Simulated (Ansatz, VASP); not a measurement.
# SnSe in VASP and in Ansatz

Contents of POSCAR:

```
SnSe
1.0
    0.0000000000      3.3639842879      3.3639842879
    3.4649038165      0.0000000000      3.3639842879
    3.4649038165      3.3639842879      0.0000000000
Sn Se
1 1
Direct
    0.0000000000      0.0000000000      0.0000000000
    0.2500000000      0.2500000000      0.2500000000
```

File INCAR.step1:

```
SYSTEM = SnSe
PREC = Accurate
ENCUT = 520
ISMEAR = -1
SIGMA = 0.02
LREAL = .FALSE.
LASPH = .TRUE.
NELM = 60
NBANDS = 17
GGA = PE
ALGO = Normal
EDIFF = 1E-4
LWAVE = .TRUE.
LCHARG = .FALSE.
```

File INCAR.step2:

```
SYSTEM = SnSe
PREC = Accurate
ENCUT = 520
EDIFF = 1E-6
ISMEAR = -1
SIGMA = 0.02
LREAL = .FALSE.
LASPH = .TRUE.
NELM = 60
ALGO = Normal
ISIF = 2
LWAVE = .FALSE.
LCHARG = .TRUE.
METAGGA = R2SCAN
LMIXTAU = .TRUE.
LELF = .TRUE.
LVHAR = .TRUE.
NBANDS = 17
ISTART = 1
```

Contents of KPOINTS:

```
regular mesh
0
G
  6 6 6
  0 0 0
```

Input for Ansatz:

```yaml
crystal:
  lattice:
    - [0.0, 3.3639842879, 3.3639842879]
    - [3.4649038165, 0.0, 3.3639842879]
    - [3.4649038165, 3.3639842879, 0.0]
  atoms:
    - { symbol: Sn, position: [0.0, 0.0, 0.0] }
    - { symbol: Se, position: [0.25, 0.25, 0.25] }
kpoints:
  mp_grid: { grid: [6, 6, 6] }
  band_path:
    path:
      - [0.0, 0.0, 0.0]
      - [-0.5, -0.5, 0.0]
      - [-0.375, -0.375, 0.25]
      - [-0.375, 0.0, 0.375]
      - [0.0, 0.0, 0.5]
      - [-0.5, -0.25, 0.25]
    npoints: 1
hamiltonian:
  xc: r2scan
scf:
  occupations: { method: fermi_dirac, width: 0.02 }
  n_extra_bands: 4
output:
  forces: true
  stress: true
  eigenvalues: true
```

Change from the starting cell: uniaxial_x strain +3.0%.

Alike in both runs: task single point; functional r2SCAN; k mesh 6 × 6 × 6; occupations fermi-dirac, width 0.02 eV; no spin polarisation.

|  | VASP | Ansatz |
| --- | --- | --- |
| version | VASP 6.6.1 | Ansatz 0.2.0 |
| potentials or method | VASP PAW PBE potentials, release 64 (Sn_d, Se) | plane waves, PAW |
| plane-wave cutoff (eV) | 520 | 500 |
| valence electrons in the cell | 20 | 30 |

```csv
,VASP,Ansatz,Ansatz less VASP
pressure (GPa),-1.0,-1.0,+0.01
```

The two sets of potentials don't hold the same shells in valence.

Caveats: the PAW data sets were made with another functional, which shifts forces and pressure a little (VASP); spin-orbit coupling is left out, which moves the levels of the heavy elements.
